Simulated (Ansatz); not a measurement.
An Ansatz run on PbSe in the rocksalt structure left the output below. The cell was relaxed with r2SCAN and then strained (epitaxial -3.0 % in the plane normal to [111], free normal strain +3.06 %), with the atoms relaxed again with r2SCAN; k points keep the names of the unstrained zone.

The cell given to it:
```
CELL_PARAMETERS angstrom
0.12471 3.12075 3.12075
3.12075 0.12471 3.12075
3.12075 3.12075 0.12471
ATOMIC_POSITIONS crystal
Pb 0.00000 0.00000 0.00000
Se 0.50000 0.50000 0.50000
```

Abridged output:
```
scf.n_extra_bands = 4 over 15 filled bands (N_el = 30.0): the run solves 19 bands
Functional definition: HSE06
Crystal: 2 atoms, lattice volume = 57.145 Å³
Basis set: ecut = 420 eV, 1123 PW (Γ)
Symmetry: 12 space group operations
Space group: R-3m (ITA 166)
k-points: 32 of 216
[warm-up without exact exchange]
SCF 1 converged in 7 iterations: F = -17376.589467 eV  dr2 = 9.21e-11
[exact exchange on]
Exchange kernel: α = 0.2500, screened, ω = 0.2079 Å⁻¹, Wigner–Seitz truncation, v(0) = 1046.8399 eV·Å³, q-mesh 6×6×6
preconditioner: auto → none  [insulator: Δε(μ)=0.189 eV  σ=0.020 eV  ℏωp=22.0 eV]
SCF 2 stopped early in 6 iterations: F = -17381.720955 eV  dr2 = 3.19e-6
hybrid outer 1: dexx = +7.612e-3 eV, tail = 5.26e-5 eV
SCF 3 converged in 5 iterations: F = -17381.720990 eV  dr2 = 8.93e-10
hybrid outer 2: dexx = +3.869e-7 eV, tail = 1.48e-8 eV, Δε = 1.67e-3 eV
Free energy (F): -17381.720990 eV
Internal energy: -17381.720971 eV  (E = F + TS)
E sigma→0 (E₀):  -17381.720980 eV
Entropy (-TS):   -0.000019 eV (-0.010 meV/atom)
Fermi energy:    9.213231 eV
--- Forces (eV/Å), atoms counted from 1 ---
  atom   1  Pb      0.00000      0.00000      0.00000
  atom   2  Se      0.00000      0.00000      0.00000
--- Stress (GPa, compression-positive) ---
        1.403818      -0.832658      -0.832658
       -0.832658       1.403818      -0.832658
       -0.832658      -0.832658       1.403818
  P = ⅓ Tr σ = 1.4038 GPa (14.038 kbar)
--- Band table (eV; the first three rows and the last of 32) ---
  k-point 0: bands = […, -9.8433, -6.2388, 2.1443, 6.2473, 6.7856, 6.7856, 14.2751, 14.2751, 14.3677, 15.4627]
  k-point 1: bands = […, -9.8372, -6.0020, 1.3724, 6.4092, 6.8335, 7.2391, 12.4595, 13.0909, 13.0948, 15.7849]
  k-point 2: bands = […, -9.8202, -5.4143, -0.0242, 6.6896, 6.9738, 8.0687, 10.4238, 11.4740, 11.5927, 16.5093]
  k-point 31: bands = […, -9.8202, -5.1245, -1.0408, 7.2118, 7.2118, 9.1175, 9.8276, 11.3033, 11.3033, 18.0315]
```

bands.tsv, columns around the gap (it counts bands from 0):
```tsv
# k_distance	band_10	band_11	band_12	band_13	band_14	band_15	band_16	band_17	band_18
# fermi_ev = 9.213232
# [0, 0, 0] at k_distance = 0.000000
# [0.5, 0, 0.5] at k_distance = 1.028451
# [0.625, 0.25, 0.625] at k_distance = 1.384804
# [0.375, 0.375, 0.75] at k_distance = 2.026926
# [0.5, 0.5, 0.5] at k_distance = 2.669049
# [0.5, 0.25, 0.75] at k_distance = 3.410508
# [0, 0, 0.5] at k_distance = 4.123214
# levels_relative_to = fermi_ev
0.000	-15.452	-7.069	-2.966	-2.428	-2.428	5.062	5.062	5.154	6.249
1.028	-13.836	-8.318	-6.035	-4.300	-3.883	3.756	5.891	5.985	6.698
1.385	-13.865	-9.188	-5.590	-3.346	-3.062	3.660	4.309	5.718	6.007
2.027	-13.865	-9.188	-5.590	-3.346	-3.062	3.660	4.309	5.718	6.007
2.669	-14.338	-10.254	-2.001	-2.001	-0.096	0.614	2.090	2.090	8.818
3.411	-13.805	-9.088	-5.196	-5.186	-1.369	1.961	5.092	5.412	8.045
4.123	-14.232	-9.967	-2.337	-2.138	-0.489	0.118	1.568	1.767	8.910
```
In order the rows are Γ, X, U, K, L, W, L.

Question: Which of these blocks stood in the input: relax, gw, phonons, dielectric, magnetization (spin_orbit)?

Answer: None of them. A single point prints forces and stress when the output block asks for them.

Question: Which k mesh was typed?

Answer: 6×6×6, Γ-centred.

Question: How were the bands filled?

Answer: With smearing of width σ = 0.02 eV (Fermi-Dirac in this run).

Wall time 27 s on 1 × NVIDIA H100 80GB HBM3 with 2 threads of AMD EPYC 7R13 Processor (Zen 3) (shared host), load about 2.8 per core; peak host memory 3 GiB.

(Simulation; spin polarisation is off.)

Spin-orbit coupling is left out; in compounds of Pb, Bi, Tl or Hg it can lower a gap by up to about 1 eV, split its edges or invert the bands.

The stress of a hybrid is loosely converged in these runs.

The meshes of the hybrids are coarse, so their gaps aren't converged to the digits shown.
